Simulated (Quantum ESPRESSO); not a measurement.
# Mo (Im-3m) in Quantum ESPRESSO: a series of runs, part 4 of 4

Quantum ESPRESSO 7.5.

### Step 5. Phonons, PW91

File pw.in:

```
&CONTROL
  calculation = 'scf'
  prefix = 'pwscf'
  outdir = './tmp'
  pseudo_dir = './pseudo'
  tprnfor = .true.
  tstress = .true.
  disk_io = 'low'
/
&SYSTEM
  ibrav = 0
  nat = 1
  ntyp = 1
  ecutwfc = 45
  ecutrho = 360
  nbnd = 13
  input_dft = 'pw91'
  occupations = 'smearing'
  smearing = 'mv'
  degauss = 0.01469973
/
&ELECTRONS
  conv_thr = 2d-10
  electron_maxstep = 120
  mixing_beta = 0.5
/
ATOMIC_SPECIES
Mo    95.9500 mo_pbe_v1.uspp.F.UPF
CELL_PARAMETERS bohr
  -2.9929651906    2.9929651906    2.9929651906
   2.9929651906   -2.9929651906    2.9929651906
   2.9929651906    2.9929651906   -2.9929651906
ATOMIC_POSITIONS bohr
Mo     0.0000000000    0.0000000000    0.0000000000
K_POINTS automatic
10 10 10 0 0 0
```

File relax.in:

```
&CONTROL
  calculation = 'vc-relax'
  prefix = 'pwscf'
  outdir = './tmp'
  pseudo_dir = './pseudo'
  tprnfor = .true.
  tstress = .true.
  disk_io = 'low'
  nstep = 40
  forc_conv_thr = 0.0001
  etot_conv_thr = 1d-06
/
&SYSTEM
  ibrav = 0
  nat = 1
  ntyp = 1
  ecutwfc = 45
  ecutrho = 360
  nbnd = 13
  input_dft = 'pw91'
  occupations = 'smearing'
  smearing = 'mv'
  degauss = 0.01469973
/
&ELECTRONS
  conv_thr = 2d-10
  electron_maxstep = 120
  mixing_beta = 0.5
/
&IONS
  ion_dynamics = 'bfgs'
/
&CELL
  cell_dynamics = 'bfgs'
  press = 0
  press_conv_thr = 0.2
/
ATOMIC_SPECIES
Mo    95.9500 mo_pbe_v1.uspp.F.UPF
CELL_PARAMETERS bohr
  -2.9929651906    2.9929651906    2.9929651906
   2.9929651906   -2.9929651906    2.9929651906
   2.9929651906    2.9929651906   -2.9929651906
ATOMIC_POSITIONS bohr
Mo     0.0000000000    0.0000000000    0.0000000000
K_POINTS automatic
10 10 10 0 0 0
```

File scf2.in:

```
&CONTROL
  calculation = 'scf'
  prefix = 'pwscf'
  outdir = './tmp'
  pseudo_dir = './pseudo'
  tprnfor = .true.
  tstress = .true.
  disk_io = 'low'
/
&SYSTEM
  ibrav = 0
  nat = 1
  ntyp = 1
  ecutwfc = 45
  ecutrho = 360
  nbnd = 13
  input_dft = 'pw91'
  occupations = 'smearing'
  smearing = 'mv'
  degauss = 0.01469973
/
&ELECTRONS
  conv_thr = 1d-13
  electron_maxstep = 120
  mixing_beta = 0.5
  startingpot = 'file'
  startingwfc = 'file'
/
ATOMIC_SPECIES
Mo    95.9500 mo_pbe_v1.uspp.F.UPF
CELL_PARAMETERS bohr
  -2.9830960077    2.9830960077    2.9830960077
   2.9830960077   -2.9830960077    2.9830960077
   2.9830960077    2.9830960077   -2.9830960077
ATOMIC_POSITIONS bohr
Mo     0.0000000000    0.0000000000    0.0000000000
K_POINTS automatic
10 10 10 0 0 0
```

File ph.in:

```
phonons of Mo
&INPUTPH
  prefix = 'pwscf'
  outdir = './tmp'
  tr2_ph = 1d-18
  fildyn = 'dyn'
  niter_ph = 90
  alpha_mix(1) = 0.4
/
0.4330127019 0.4330127019 0.0000000000
```

Potentials or basis: GBRV 1.5 PBE.

On the command line:

```console
$ OMP_NUM_THREADS=1 pw.x -in pw.in > pw.out
$ OMP_NUM_THREADS=1 pw.x -in relax.in > relax.out
$ OMP_NUM_THREADS=1 pw.x -in scf2.in > scf2.out
$ OMP_NUM_THREADS=1 ph.x -in ph.in > ph.out
```

pw.out:

```text
This program is part of the open-source Quantum ESPRESSO suite
     for quantum simulation of materials; please cite
         "P. Giannozzi et al., J. Phys.:Condens. Matter 21 395502 (2009);
         "P. Giannozzi et al., J. Phys.:Condens. Matter 29 465901 (2017);
         "P. Giannozzi et al., J. Chem. Phys. 152 154105 (2020);
     in publications or presentations arising from this work. More details at

     IMPORTANT: XC functional enforced from input :
     Exchange-correlation= PW91
                           (   1   4   2   2   0   0   0)
     Any further DFT definition will be discarded
     Please, verify this is what you really want

     Message from routine setup:
     using ibrav=0 with symmetry is DISCOURAGED, use correct ibrav instead

     G-vector sticks info
     --------------------
     sticks:   dense  smooth     PW     G-vecs:    dense   smooth      PW
     Sum         727     363    139                12479     4321    1061

     Using Slab Decomposition

     bravais-lattice index     =            0
     lattice parameter (alat)  =       5.1840  a.u.
     unit-cell volume          =     107.2420 (a.u.)^3
     number of atoms/cell      =            1
     number of atomic types    =            1
     number of electrons       =        14.00
     number of Kohn-Sham states=           13
     kinetic-energy cutoff     =      45.0000  Ry
     charge density cutoff     =     360.0000  Ry
     scf convergence threshold =      2.0E-10
     mixing beta               =       0.5000
     number of iterations used =            8  plain     mixing
     Exchange-correlation= PW91
                           (   1   4   2   2   0   0   0)

     celldm(1)=   5.183968  celldm(2)=   0.000000  celldm(3)=   0.000000
     celldm(4)=   0.000000  celldm(5)=   0.000000  celldm(6)=   0.000000

     crystal axes: (cart. coord. in units of alat)
               a(1) = (  -0.577350   0.577350   0.577350 )
               a(2) = (   0.577350  -0.577350   0.577350 )
               a(3) = (   0.577350   0.577350  -0.577350 )

     reciprocal axes: (cart. coord. in units 2 pi/alat)
               b(1) = ( -0.000000  0.866025  0.866025 )
               b(2) = (  0.866025 -0.000000  0.866025 )
               b(3) = (  0.866025  0.866025  0.000000 )

     PseudoPot. # 1 for Mo read from file:
     mo_pbe_v1.uspp.F.UPF
     Pseudo is Ultrasoft + core correction, Zval = 14.0
     Generated by new atomic code, or converted to UPF format
     Using radial grid of  889 points,  6 beta functions with:
                l(1) =   0
                l(2) =   0
                l(3) =   1
                l(4) =   1
                l(5) =   2
                l(6) =   2
     Q(r) pseudized with  6 coefficients,  rinner =    1.000   1.000   1.000
                                                       1.000   1.000

     atomic species   valence    mass     pseudopotential
     Mo               14.00    95.95000     Mo( 1.00)

     48 Sym. Ops., with inversion, found

   Cartesian axes

     site n.     atom                  positions (alat units)
         1        Mo     tau(   1) = (   0.0000000   0.0000000   0.0000000  )

     number of k points=    47  Marzari-Vanderbilt smearing, width (Ry)=  0.0147
                       cart. coord. in units 2pi/alat
        k(    1) = (   0.0000000   0.0000000   0.0000000), wk =   0.0020000
        k(    2) = (   0.0866025   0.0866025   0.0000000), wk =   0.0240000
        k(    3) = (   0.1732051   0.1732051   0.0000000), wk =   0.0240000
        k(    4) = (   0.2598076   0.2598076   0.0000000), wk =   0.0240000
        k(    5) = (   0.3464102   0.3464102   0.0000000), wk =   0.0240000
        k(    6) = (  -0.4330127  -0.4330127   0.0000000), wk =   0.0120000
[... 39 lines left out ...]
        k(   46) = (  -0.8660254  -0.0866025  -0.0866025), wk =   0.0240000
        k(   47) = (  -0.8660254  -0.8660254  -0.8660254), wk =   0.0020000

     Dense  grid:    12479 G-vectors     FFT dimensions: (  32,  32,  32)

     Smooth grid:     4321 G-vectors     FFT dimensions: (  24,  24,  24)

     Initial potential from superposition of free atoms

     starting charge      13.9989, renormalised to      14.0000
     Starting wfcs are   13 randomized atomic wfcs

     Self-consistent Calculation

     iteration #  1     ecut=    45.00 Ry     beta= 0.50
     Davidson diagonalization with overlap
     ethr =  1.00E-02,  avg # of iterations =  3.9

     Threshold (ethr) on eigenvalues was too large:
     Diagonalizing with lowered threshold

     Davidson diagonalization with overlap
     ethr =  2.64E-04,  avg # of iterations =  1.9

     total energy              =    -139.40337910 Ry
     estimated scf accuracy    <       0.03769613 Ry

     iteration #  2     ecut=    45.00 Ry     beta= 0.50
     Davidson diagonalization with overlap
     ethr =  2.69E-04,  avg # of iterations =  2.0
[... 29 lines left out ...]
     total energy              =    -139.41036825 Ry
     estimated scf accuracy    <          2.4E-09 Ry

     iteration #  7     ecut=    45.00 Ry     beta= 0.50
     Davidson diagonalization with overlap
     ethr =  1.71E-11,  avg # of iterations =  2.5

     End of self-consistent calculation

          k = 0.0000 0.0000 0.0000 (   555 PWs)   bands (ev):

   -40.3507 -13.6439 -13.6439 -13.6439  13.8005  19.6067  19.6067  19.6067
    22.5731  22.5731  35.7231  35.7231  35.7231

          k = 0.0866 0.0866 0.0000 (   557 PWs)   bands (ev):

   -40.3276 -13.7789 -13.6858 -13.6448  14.2249  19.3732  19.5586  20.0096
    22.2658  22.5827  36.0094  36.4391  36.4809
[... 8 lines left out ...]
   -40.1902 -14.5325 -13.9252 -13.6504  15.9975  18.2151  19.7968  22.2261
    22.8353  22.8747  34.9245  35.9091  41.2533

          k = 0.3464 0.3464 0.0000 (   547 PWs)   bands (ev):

   -40.1277 -14.8523 -14.0292 -13.6531  15.8836  17.7796  21.3718  22.6180
    23.0800  24.6820  33.4736  33.5113  39.4443

          k =-0.4330-0.4330 0.0000 (   546 PWs)   bands (ev):

   -40.1037 -14.9719 -14.0685 -13.6542  15.7394  17.6232  22.5484  22.5884
    23.2029  25.5661  32.3122  32.8852  38.0338

          k = 0.1732 0.0866 0.0866 (   556 PWs)   bands (ev):

   -40.2855 -14.0153 -13.7333 -13.6772  14.9827  19.0993  19.2187  20.8823
    21.8767  22.7233  36.5465  37.1878  37.5111

          k = 0.2598 0.1732 0.0866 (   549 PWs)   bands (ev):
[... 71 lines left out ...]
   -40.2457 -14.1246 -13.8386 -13.7512  15.6382  19.1815  19.4273  20.9737
    21.0272  23.2479  36.9050  37.5403  38.8933

          k = 0.5196 0.3464 0.3464 (   547 PWs)   bands (ev):

   -40.0838 -14.4930 -14.4930 -13.9327  17.3371  18.7840  18.7840  23.1778
    23.1778  30.5974  31.3374  31.3374  35.5495

          k =-0.0000-0.1732 0.3464 (   544 PWs)   bands (ev):

   -40.1714 -14.5136 -13.9718 -13.7492  16.3722  18.6187  19.3206  21.4698
    22.7482  23.5433  35.0914  36.5820  40.6189

          k = 0.0866-0.0866 0.3464 (   550 PWs)   bands (ev):

   -40.1807 -14.3842 -13.9685 -13.8179  16.5661  18.7652  19.3037  20.7675
    22.2564  23.6907  35.8527  37.4731  39.8152

          k = 0.0000-0.2598 0.4330 (   545 PWs)   bands (ev):
[... 36 lines left out ...]
   -40.0864 -14.5194 -14.2925 -14.1115  17.9444  18.0634  19.0176  23.2391
    23.3106  30.4804  30.8785  32.9573  33.4399

          k = 0.0000 0.0000 0.3464 (   554 PWs)   bands (ev):

   -40.1907 -14.1919 -13.9533 -13.9533  16.5183  19.4188  19.8889  19.8889
    21.0563  23.7809  36.8327  38.1703  39.8324

          k =-0.0000-0.0866 0.4330 (   550 PWs)   bands (ev):

   -40.1219 -14.4698 -14.0922 -13.9969  17.1714  18.3719  19.7407  20.6911
    22.4795  24.3343  35.4592  38.1302  39.2596

          k = 0.0000-0.1732 0.5196 (   550 PWs)   bands (ev):

   -40.0657 -14.7326 -14.2021 -13.9857  16.8864  18.3604  19.4252  21.1647
    24.3406  25.8689  33.5787  36.8756  36.9971

          k = 0.0866-0.0866 0.5196 (   544 PWs)   bands (ev):
[... 11 lines left out ...]
   -40.0255 -14.7277 -14.3893 -14.0487  16.9737  17.6988  19.5470  21.9160
    24.3837  28.3125  32.1417  34.3127  38.5745

          k =-0.6928-0.1732-0.1732 (   547 PWs)   bands (ev):

   -40.0101 -14.6040 -14.6040 -14.0510  17.2423  17.2423  19.2878  23.4711
    23.4711  31.2196  31.3712  31.3712  40.2068

          k =-0.0000-0.0000 0.5196 (   546 PWs)   bands (ev):

   -40.0601 -14.4706 -14.2375 -14.2375  17.3987  17.4309  21.0317  21.0317
    22.6058  25.1031  36.4078  37.2139  37.2139

          k = 0.0000-0.0866 0.6062 (   541 PWs)   bands (ev):

   -40.0096 -14.6254 -14.3525 -14.2704  16.7420  17.1222  21.2612  21.6958
    24.0799  26.8269  33.8344  34.8649  38.1130

          k =-0.8660-0.1732-0.1732 (   542 PWs)   bands (ev):
[... 16 lines left out ...]
   -39.9463 -14.6020 -14.5163 -14.4790  15.9092  15.9942  23.4581  23.7061
    24.8921  29.7315  30.4044  31.3015  40.6362

          k =-0.8660-0.8660-0.8660 (   490 PWs)   bands (ev):

   -39.9293 -14.5612 -14.5612 -14.5612  15.6536  15.6536  24.8261  24.8261
    24.8261  29.8985  29.8985  29.8985  40.2328

     the Fermi energy is    21.0531 ev

!    total energy              =    -139.41036825 Ry
     estimated scf accuracy    <          6.3E-11 Ry
     smearing contrib. (-TS)   =      -0.00039892 Ry
     internal energy E=F+TS    =    -139.40996933 Ry

     The total energy is F=E-TS. E is the sum of the following terms:
     one-electron contribution =     -18.81121941 Ry
     hartree contribution      =      17.98701349 Ry
     xc contribution           =     -19.42471230 Ry
     ewald contribution        =    -119.16105111 Ry

     convergence has been achieved in   7 iterations

     Forces acting on atoms (cartesian axes, Ry/au):

     atom    1 type  1   force =     0.00000000    0.00000000    0.00000000

     Total force =     0.000000     Total SCF correction =     0.000000

     Computing stress (Cartesian axis) and pressure

          total   stress  (Ry/bohr**3)                   (kbar)     P=      -24.68
  -0.00016779   0.00000000   0.00000000          -24.68        0.00        0.00
   0.00000000  -0.00016779   0.00000000            0.00      -24.68        0.00
   0.00000000   0.00000000  -0.00016779            0.00        0.00      -24.68

=------------------------------------------------------------------------------=
   JOB DONE.
=------------------------------------------------------------------------------=
```

Run time: 3.1 min. Hardware: 1 thread of Arm Neoverse V1, shared host; peak memory 0.08 GiB.

What came out:

```yaml
Free_energy: -1896.7755 eV
Relaxed_volume: 15.73 Å³/atom
Relaxed_cell: a = 2.734 Å, b = 2.734 Å, c = 2.734 Å, α = 109.47°, β = 109.47°, γ = 109.47°
Space_group_after_relaxing_to_0.05_Å: Im-3m (No. 229)
Pressure_after_relaxing: 0.0 GPa
Band_gap_on_the_k_mesh: none (metal or under the smearing width)
Highest_phonon_frequency_at_the_q_point_run: 251 cm⁻¹
```

Step by step:
```
step  energy change (eV)  largest force (eV/Å)  pressure (GPa)  volume (Å³)
   1              0.0000                0.0000           -2.47        15.89
   2             -0.0011                0.0000            0.71        15.69
   3             -0.0012                0.0000           -0.02        15.74
   4             -0.0012                0.0000            0.01        15.73
```

Final structure:
```
Mo
1.0
    -1.57859    1.57859    1.57859
     1.57859   -1.57859    1.57859
     1.57859    1.57859   -1.57859
Mo
1
Direct
  0.00000 0.00000 0.00000
```

Levels at points of the mesh, in eV from the Fermi level:
```csv
k point,band 3,band 4,band 5,band 6,band 7,band 8,band 9,band 10,band 11,band 12
"(0.00, 0.00, 0.00)",-34.68,-34.68,-7.29,-1.47,-1.47,-1.47,1.54,1.54,14.68,14.68
"(0.00, 0.00, -0.50)",-35.12,-34.69,-5.38,-3.48,1.53,1.56,2.18,4.58,11.41,11.85
"(-0.50, -0.50, -0.50)",-35.62,-35.62,-5.48,-5.48,3.83,3.83,3.83,8.92,8.92,8.92
```

Phonon frequencies in cm⁻¹ (negative: imaginary):
```tsv
q point	frequencies
(0.000, 0.000, 0.500)	132 181 251
```

Phonon modes at q = (0.000, 0.000, 0.500) in reciprocal lattice units:
| mode | symmetry | cm⁻¹ |
| --- | --- | --- |
| 1 | B_1u | 132 |
| 2 | B_2u | 181 |
| 3 | B_3u | 251 |

Caveat: the mesh is thin for the phonons of a metal; the potentials were made for another functional, which shifts forces and pressure.

### Step 6. Overview

| level | potentials or basis | gap on the mesh (eV) | pressure (GPa) |
| --- | --- | --- | --- |
| PBE | GBRV 1.5 PBE | none | 0.0 |
| PBEsol | GBRV 1.5 PBEsol | none | 0.0 |
| BLYP | GBRV 1.5 PBE | none | 0.0 |
| PW91 | GBRV 1.5 PBE | none | 0.0 |

Alike in all rows: task phonons; no spin polarisation; cell relaxed; k mesh 10 × 10 × 10; cutoff (eV) 612; smearing cold 0.2 eV.

Caveats: the mesh is thin for the phonons of a metal; the potentials were made for another functional, which shifts forces and pressure (some runs).

Absolute energies hang on the potentials; compare differences alone.
